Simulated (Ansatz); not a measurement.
# SiO2: the cost of one run

Computed with Ansatz 0.2.0 (DFT, PBE, plane-wave PAW, default files, scalar-relativistic, as far as a step names no other, unless a step's input says otherwise).

### 1 Starting point

Symmetry: Pbcn, No. 60, orthorhombic system. The conventional cell has a = 8.688 Å, b = 10.438 Å, c = 4.841 Å, α = 90.00°, β = 90.00°, γ = 90.00°. Si (site symmetry 1) has 4 O at 1.60 to 1.62 Å as nearest neighbours. Around Si (site symmetry 2) lie 4 O at 1.61 to 1.62 Å. O (site symmetry 1) is surrounded by 2 Si at 1.62 Å. Around O (site symmetry 1) lie 2 Si at 1.60 to 1.61 Å.

Structure file:

```xyz
36
Lattice="8.6878 0.0000 0.0000 0.0000 10.4382 0.0000 0.0000 0.0000 4.8414" Properties=species:S:1:pos:R:3 pbc="T T T"
Si    2.4911    9.5601    0.2932
Si    6.8349    6.0972    4.5482
Si    6.8349    4.3410    2.1275
Si    0.0000    8.1742    1.2104
Si    1.8528    6.0972    2.7139
Si    1.8528    4.3410    0.2932
Si    6.1967    0.8781    4.5482
Si    4.3439    7.4831    3.6311
Si    0.0000    2.2640    3.6311
Si    2.4911    0.8781    2.7139
Si    6.1967    9.5601    2.1275
Si    4.3439    2.9551    1.2104
O     7.7428    9.0823    2.1671
O     7.7428    1.3560    4.5878
O     3.4283    8.3621    4.6266
O     5.2889    6.5751    4.5878
O     1.5571    4.7757    1.8242
O     3.3989    3.8631    0.2536
O     0.9450    1.3560    2.6743
O     3.4283    2.0761    2.2058
O     5.2595    2.0761    0.2149
O     5.2595    8.3621    2.6356
O     3.3989    6.5751    2.6743
O     7.7722    7.2952    0.2149
O     2.7868    0.4434    4.2449
O     7.7722    3.1430    2.6356
O     0.9156    3.1430    4.6266
O     1.5571    5.6625    4.2449
O     7.1307    5.6625    3.0173
O     5.2889    3.8631    2.1671
O     0.9156    7.2952    2.2058
O     5.9010    0.4434    3.0173
O     5.9010    9.9948    0.5966
O     2.7868    9.9948    1.8242
O     7.1307    4.7757    0.5966
O     0.9450    9.0823    0.2536
```

### 2 First run, atoms as given

Contents of input.yaml:

```yaml
crystal:
  lattice:
    - [8.68775542, 0.0, 0.0]
    - [0.0, 10.43821243, 0.0]
    - [0.0, 0.0, 4.84142187]
  atoms:
    - { symbol: Si, position: [0.28673152, 0.91587349, 0.06056522] }
    - { symbol: Si, position: [0.78673152, 0.58412651, 0.93943478] }
    - { symbol: Si, position: [0.78673152, 0.41587349, 0.43943478] }
    - { symbol: Si, position: [0.0, 0.78310546, 0.25] }
    - { symbol: Si, position: [0.21326848, 0.58412651, 0.56056522] }
    - { symbol: Si, position: [0.21326848, 0.41587349, 0.06056522] }
    - { symbol: Si, position: [0.71326848, 0.08412651, 0.93943478] }
    - { symbol: Si, position: [0.5, 0.71689454, 0.75] }
    - { symbol: Si, position: [0.0, 0.21689454, 0.75] }
    - { symbol: Si, position: [0.28673152, 0.08412651, 0.56056522] }
    - { symbol: Si, position: [0.71326848, 0.91587349, 0.43943478] }
    - { symbol: Si, position: [0.5, 0.28310546, 0.25] }
    - { symbol: O, position: [0.89122906, 0.87009659, 0.44762448] }
    - { symbol: O, position: [0.89122906, 0.12990341, 0.94762448] }
    - { symbol: O, position: [0.3946117, 0.80110654, 0.95561997] }
    - { symbol: O, position: [0.60877094, 0.62990341, 0.94762448] }
    - { symbol: O, position: [0.17922977, 0.45752332, 0.37678072] }
    - { symbol: O, position: [0.39122906, 0.37009659, 0.05237552] }
    - { symbol: O, position: [0.10877094, 0.12990341, 0.55237552] }
    - { symbol: O, position: [0.3946117, 0.19889346, 0.45561997] }
    - { symbol: O, position: [0.6053883, 0.19889346, 0.04438003] }
    - { symbol: O, position: [0.6053883, 0.80110654, 0.54438003] }
    - { symbol: O, position: [0.39122906, 0.62990341, 0.55237552] }
    - { symbol: O, position: [0.8946117, 0.69889346, 0.04438003] }
    - { symbol: O, position: [0.32077023, 0.04247668, 0.87678072] }
    - { symbol: O, position: [0.8946117, 0.30110654, 0.54438003] }
    - { symbol: O, position: [0.1053883, 0.30110654, 0.95561997] }
    - { symbol: O, position: [0.17922977, 0.54247668, 0.87678072] }
    - { symbol: O, position: [0.82077023, 0.54247668, 0.62321928] }
    - { symbol: O, position: [0.60877094, 0.37009659, 0.44762448] }
    - { symbol: O, position: [0.1053883, 0.69889346, 0.45561997] }
    - { symbol: O, position: [0.67922977, 0.04247668, 0.62321928] }
    - { symbol: O, position: [0.67922977, 0.95752332, 0.12321928] }
    - { symbol: O, position: [0.32077023, 0.95752332, 0.37678072] }
    - { symbol: O, position: [0.82077023, 0.45752332, 0.12321928] }
    - { symbol: O, position: [0.10877094, 0.87009659, 0.05237552] }
kpoints:
  mp_grid: { grid: [3, 3, 5] }
scf:
  occupations: { method: fermi_dirac, width: 0.02 }
hamiltonian:
  xc: pbe
  pseudopotentials: { kind: paw }
output:
  forces: true
  stress: true
  populations: true
  efg: { quadrupole_moments_barn: { O: -0.02558 }, contact_densities: true }
```

Launch:

```bash
> ansatz run input.yaml --threads 1 --pin off --max-ram 2560MiB --backend cpu --events-out ev --progress --plain --runs-dir out
```

**Question.** How long does this run take on 1 thread of Arm Neoverse V2, shared host, and how much memory does it need?

About 83 s, with a peak of 0.96 GiB.
